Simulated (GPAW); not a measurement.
Input of a GPAW 26.7.0 run:

Contents of run.py:

```python
from ase.dft.bandgap import bandgap
from ase.io import read, write
from ase.units import Bohr, GPa
from gpaw import GPAW, PW
from gpaw.elf import elf_from_dft_calculation

atoms = read('POSCAR')

calc = GPAW(mode=PW(800),
            xc='MGGA_X_R2SCAN+MGGA_C_R2SCAN',
            kpts={'size': (7, 7, 7), 'gamma': True},
            occupations={'name': 'methfessel-paxton', 'order': 0, 'width': 0.05},
            setups={'Ta': ':d,3.0'},
            nbands=19,
            convergence={'density': 1e-05, 'energy': 1e-05},
            maxiter=150,
            txt='gpaw.txt')
atoms.calc = calc
energy = atoms.get_potential_energy()
forces = atoms.get_forces()
stress = atoms.get_stress()
calc.write('gs.gpw')
write('result.traj', atoms)
print(f'Energy: {energy:.6f} eV')
print('Forces (eV/A):')
print(forces.round(4))
print('Stress (GPa):', (stress / GPa).round(3))
print('Fermi level:', round(calc.get_fermi_level(), 4), 'eV')
print(f'Gap: {bandgap(calc)[0]:.4f} eV, direct: {bandgap(calc, direct=True)[0]:.4f} eV')

# fields on the real-space grid
write('density.cube', atoms, data=calc.get_pseudo_density() * Bohr**3)
write('potential.cube', atoms, data=calc.get_electrostatic_potential())
write('elf.cube', atoms, data=elf_from_dft_calculation(calc).data)
```

The input POSCAR:

```
TaN
1.0
    0.0000000000      2.4911437700      2.4911437700
    2.4911437700      0.0000000000      2.4911437700
    2.4911437700      2.4911437700      0.0000000000
Ta N
1 1
Direct
    0.0000000000      0.0000000000      0.0000000000
    0.2500000000      0.2500000000      0.2500000000
```

Potentials or basis: GPAW PAW data sets (gpaw-data 1.2.1), pw.

The run is started by

```console
$ OMP_NUM_THREADS=1 python run.py
```

(1) Predict the band gap on the k mesh.

(2) What does it give for the pressure?

Results:

(1) none (metal or under the smearing width).

(2) -25.5 GPa.

Caveat: the PAW data sets were made with another functional, which shifts forces and pressure a little; U without spin polarisation on a metal has little footing.
